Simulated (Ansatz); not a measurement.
# SiMo3: the cost of one run

Program: Ansatz 0.2.0. Level of theory: DFT, PBE, plane-wave PAW, default files, scalar-relativistic. These are calculated values, not measurements.

## (1) The starting structure

It takes space group Pm-3n (No. 223, cubic). The conventional cell has a = 4.893 Å, b = 4.893 Å, c = 4.893 Å, α = 90.00°, β = 90.00°, γ = 90.00°. Around Si (site symmetry m-3) lie 12 Mo at 2.74 Å. Mo (site symmetry -4m2) is surrounded by 2 Mo at 2.45 Å and 4 Si at 2.74 Å.

Coordinates:

```
Si Mo
1.0
     4.89300    0.00000    0.00000
     0.00000    4.89300    0.00000
     0.00000    0.00000    4.89300
Si Mo
2 6
Direct
  0.00000 0.00000 0.00000
  0.50000 0.50000 0.50000
  0.25000 0.00000 0.50000
  0.50000 0.75000 0.00000
  0.75000 0.00000 0.50000
  0.50000 0.25000 0.00000
  0.00000 0.50000 0.75000
  0.00000 0.50000 0.25000
```

The earlier run gave: no gap over 0.1 eV on the mesh, largest force 0.000 eV/Å, pressure 1.8 GPa.

The printed gradients, by site:

| site | atoms | first shell | V_zz (10²¹ V/m²) | η | C_Q (MHz) |
| --- | --- | --- | --- | --- | --- |
| Si | 1, 2 | 12 Mo at 2.74 Å | 0.00 | – | – |
| Mo | 3, 4, 5, 6, … | 10 Mo at 2.45–3.00 Å, 4 Si at 2.74 Å | 4.61 | 0.00 | -2.45 (⁹⁵Mo) |

Conventions: |V_zz| ≥ |V_yy| ≥ |V_xx|, η = (V_xx − V_yy)/V_zz, C_Q = eQV_zz/h. Quadrupole moments are those of Pyykkö's year-2017 table. A dash under C_Q marks elements without a common quadrupolar isotope.

## (2) Z stretched by -3 %, ions relaxed

Contents of input.yaml:

```yaml
crystal:
  lattice:
    - [4.893, 0.0, 0.0]
    - [0.0, 4.893, 0.0]
    - [0.0, 0.0, 4.74621]
  atoms:
    - { symbol: Si, position: [0.0, 0.0, 0.0] }
    - { symbol: Si, position: [0.5, 0.5, 0.5] }
    - { symbol: Mo, position: [0.25, 0.0, 0.5] }
    - { symbol: Mo, position: [0.5, 0.75, 0.0] }
    - { symbol: Mo, position: [0.75, 0.0, 0.5] }
    - { symbol: Mo, position: [0.5, 0.25, 0.0] }
    - { symbol: Mo, position: [0.0, 0.5, 0.75] }
    - { symbol: Mo, position: [0.0, 0.5, 0.25] }
kpoints:
  mp_grid: { grid: [10, 10, 10] }
scf:
  occupations: { method: fermi_dirac, width: 0.05 }
hamiltonian:
  xc: pbe
  pseudopotentials: { kind: paw }
output:
  forces: true
  stress: true
  populations: true
  efg: { quadrupole_moments_barn: { Mo: -0.022 }, contact_densities: true }
  write_density: true
  write_potential: true
  elf: true
  volumetric_format: npy
relax:
  f_tol: 0.02
  max_steps: 60
```

Started as:

```sh
$ ansatz run input.yaml --threads 1 --pin off --max-ram 3072MiB --backend cpu --events-out ev --progress --plain --runs-dir out
```

Q: Estimate wall time and peak memory on 1 thread of Intel Xeon 6975P-C (Granite Rapids), shared host.

About 46 s, with a peak of 0.94 GiB.
